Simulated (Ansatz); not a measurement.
Method: Ansatz 0.2.0, DFT PBE, scalar-relativistic, plane waves, PAW. All cells share a 420 eV cutoff and Γ-centred k meshes spaced at most about 0.3 Å⁻¹ (2π included). No spin polarisation.

Temperature and zero-point effects are left out.

Compare these two cells of InGa3P4, each relaxed at this level.

A.

```
CELL_PARAMETERS angstrom
-2.81022 2.81022 5.61011
2.81022 -2.81022 5.61011
2.81022 2.81022 -5.61011
ATOMIC_POSITIONS crystal
In 0.50000 0.50000 0.00000
Ga 0.75000 0.25000 0.50000
Ga 0.00000 0.00000 0.00000
Ga 0.25000 0.75000 0.50000
P 0.10673 0.63296 0.00000
P 0.36704 0.36704 0.47377
P 0.63296 0.10673 0.00000
P 0.89327 0.89327 0.52623
```

B.

```
CELL_PARAMETERS angstrom
3.96537 0.00000 0.00000
0.00000 3.96537 0.00000
0.00000 0.00000 11.28802
ATOMIC_POSITIONS crystal
In 0.50000 0.50000 0.00000
Ga 0.00000 0.00000 0.74024
Ga 0.00000 0.00000 0.25976
Ga 0.50000 0.50000 0.50000
P 0.50000 0.00000 0.85914
P 0.00000 0.50000 0.14086
P 0.50000 0.00000 0.37995
P 0.00000 0.50000 0.62005
```

**Question.** Which arrangement of the elements on these sites is preferred, and by what margin?

**Answer.** A is lower, by 5 meV/atom. The two share one framework of sites and differ in which element sits where. A has In and Ga ordered on zinc blende sites, space group I-42m (No. 121), 22.2 Å³/atom and a gap of 1.16 eV on its mesh; B has In and Ga ordered on zinc blende sites, space group P-4m2 (No. 115), 22.2 Å³/atom and a gap of 1.11 eV. Counting P atoms around Ga and In (those within 1.25 times the shortest such distance or 1.15 times the sum of covalent radii, 1.27 where that leaves under three), A and B both have In 4, Ga 4. In A, In is surrounded by 4 P at 2.55 Å; around Ga on a site of symmetry -4 lie 4 P at 2.40 Å; P has 3 Ga at 2.38–2.40 Å and 1 In at 2.55 Å; 1 more site not described. In B, around In lie 4 P at 2.54 Å; Ga on a site of symmetry 2mm is surrounded by 4 P at 2.39–2.40 Å; P on its first site is surrounded by 2 Ga at 2.39 Å and 2 In at 2.54 Å; 2 more sites not described. Both come from invented guesses. Shaken at random and relaxed again, B came back. Checks on B: phonons real on a 2×2×1 q mesh, imaginary between its points (to 18i cm⁻¹, which can come from the interpolation).

Kohn–Sham gaps at this level usually fall short of measured ones. Cells without such a test can be saddle points.
